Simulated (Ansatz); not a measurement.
# TaN: the cost of one run

Method: DFT PBEsol, scalar-relativistic, plane waves, PAW, in Ansatz 0.2.0.

2 further runs of the same task are left out: 2 set aside as unsound or not needed.

### 1 Starting point

It takes space group I4_1md (No. 109, tetragonal). Conventional cell: a = 3.429 Å, b = 3.429 Å, c = 11.582 Å, α = 90.00°, β = 90.00°, γ = 90.00°. Around Ta (site symmetry 2mm) lie 6 As at 2.59 to 2.60 Å. Around As (site symmetry 2mm) lie 6 Ta at 2.59 to 2.60 Å.

As a file:

```cif
data_structure
_symmetry_space_group_name_H-M 'I4_1md'
_symmetry_Int_Tables_number 109
_cell_length_a 3.4287
_cell_length_b 3.4287
_cell_length_c 11.5823
_cell_angle_alpha 90.000
_cell_angle_beta 90.000
_cell_angle_gamma 90.000
_cell_volume 136.16
loop_
_atom_site_label
_atom_site_type_symbol
_atom_site_symmetry_multiplicity
_atom_site_Wyckoff_symbol
_atom_site_fract_x
_atom_site_fract_y
_atom_site_fract_z
_atom_site_occupancy
Ta1 Ta 4 a 0.00000 0.50000 0.75031 1
As1 As 4 a 0.50000 0.00000 0.83229 1
```

It goes back to an entry of the Materials Project.

It is the result of an earlier relaxation at this level (volume 17.02 Å³/atom; gap on the mesh: none (metal)).

### 2 Swap As → N

TaN starts from the relaxed positions of TaAs, with all lengths scaled by 0.885, a guess from tabulated radii.

### 3 Quick check of gap, pressure and forces (TaN)

Contents of input.yaml:

```yaml
crystal:
  lattice:
    - [-1.5172396541, 1.5172396541, 5.1252860934]
    - [1.5172396541, -1.5172396541, 5.1252860934]
    - [1.5172396541, 1.5172396541, -5.1252860934]
  atoms:
    - { symbol: Ta, position: [0.5003132539, 1.0003132539, 0.5] }
    - { symbol: Ta, position: [0.7503132539, 0.7503132539, 0.0] }
    - { symbol: "N", position: [0.0822861661, 0.5822861661, 0.5] }
    - { symbol: "N", position: [0.3322861661, 0.3322861661, 0.0] }
basis:
  ecutwfc: 420
kpoints:
  mp_grid: { grid: [8, 8, 8] }
hamiltonian:
  xc: pbesol
scf:
  occupations: { method: gaussian, width: 0.1 }
output:
  forces: true
  stress: true
  eigenvalues: true
```

On the command line:

```console
$ ansatz run input.yaml --threads 1 --pin off --max-ram 2560MiB --backend cpu --events-out ev --progress --plain --runs-dir out
```

Q: Estimate wall time and peak memory on 1 thread of AMD EPYC 7R43 (Zen 3), shared host.

About 3.2 s, with a peak of 0.42 GiB.
